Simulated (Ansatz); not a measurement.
Set up this calculation in Ansatz 0.2.0, as the native input.

* Task: phonons
* Functional: PBEsol
* Potentials or basis: Ansatz PAW
* Cutoff: 420 eV (not typed: the program's choice for these potentials)
* k mesh: 8 × 8 × 8
* Occupations: fermi-dirac, width 0.05 eV
* Spin: collinear spin, ferromagnetic start
* Starting moments: [1.0, 1.0, 1.0, 0.0] μB

Crystal: AlNi3.

```xyz
4
Lattice="0.0000 2.8019 2.8019 2.8019 0.0000 2.8019 2.8019 2.8019 0.0000" Properties=species:S:1:pos:R:3 pbc="T T T"
Ni    4.2028    4.2028    4.2028
Ni    0.0000    0.0000    0.0000
Ni    1.4009    1.4009    1.4009
Al    2.8019    2.8019    2.8019
```

The cell comes from a database or a generator and needn't be the stable form of this composition.

One way to write it, as run:

input.yaml

```yaml
crystal:
  lattice:
    - [0.0, 2.8018887551, 2.8018887551]
    - [2.8018887551, 0.0, 2.8018887551]
    - [2.8018887551, 2.8018887551, 0.0]
  atoms:
    - { symbol: Ni, position: [0.75, 0.75, 0.75], spin: 1.0 }
    - { symbol: Ni, position: [0.0, 0.0, 0.0], spin: 1.0 }
    - { symbol: Ni, position: [0.25, 0.25, 0.25], spin: 1.0 }
    - { symbol: Al, position: [0.5, 0.5, 0.5] }
hamiltonian:
  xc: pbesol
  pseudopotentials: { kind: paw }
magnetization:
  spin_polarized: true
kpoints:
  mp_grid: { grid: [8, 8, 8] }
scf:
  occupations: { method: fermi_dirac, width: 0.05 }
phonons:
  method: dfpt
```

Potentials or basis: Ansatz PAW.

Launch:

```console
$ ansatz run input.yaml --threads 2 --pin off --max-ram 5632MiB --backend cpu --events-out ev --progress --plain --runs-dir out
```

Results of the run:

The band gap on the k mesh is none (metal or under the smearing width) and the net moment is 0.00 μB per cell. The absolute moment is 0.00 μB per cell and the highest phonon frequency at Γ is 331 cm⁻¹.

Run time: 40 s on 2 threads of Arm Neoverse V2, with other jobs on the host, peak memory 0.79 GiB.
